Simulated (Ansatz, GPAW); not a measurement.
# CoO: 3 runs at one level of theory

```
Co O
1.0
     0.00000    2.13150    2.13150
     2.13150    0.00000    2.13150
     2.13150    2.13150    0.00000
Co O
1 1
Cartesian
  0.0000 0.0000 0.0000
  2.1315 2.1315 2.1315
```

Alike in all runs: task single point; functional PBE; k mesh 11 × 11 × 11; occupations gaussian, width 0.017 eV; collinear spin, ferromagnetic start; no spin-orbit coupling. The measured crystal is an antiferromagnetic insulator; the state found here is the runs' own. Pressure is positive in compression and, in plane waves, holds the error of the finite cutoff, which Ansatz's Pulay term estimates and takes out.

```tsv
program and potentials	plane-wave cutoff (eV)	notes	pressure (GPa)	net moment per atom (μB)
Ansatz, Ansatz PAW	420	11.5 valence electrons an atom on average; Pulay term of +0.74 GPa included	-1.56	1.49
Ansatz, all-electron LAPW, scalar-relativistic	-	-	-1.65	1.49
GPAW, GPAW PAW data sets (gpaw-data 1.2.1)	800	7.5 valence electrons an atom on average	-1.04	1.49
```

The pressure spans -1.65 (Ansatz, all-electron LAPW, scalar-relativistic) to -1.04 GPa (GPAW, GPAW PAW data sets (gpaw-data 1.2.1)), with all-electron results at -1.65. All agree on the net moment per atom. The state is the one that the start led to, which needn't be the lowest.

The functional is the same throughout but for its coding, so the spread measures potentials, basis and numerics; runs on potential files found faulty are left out.
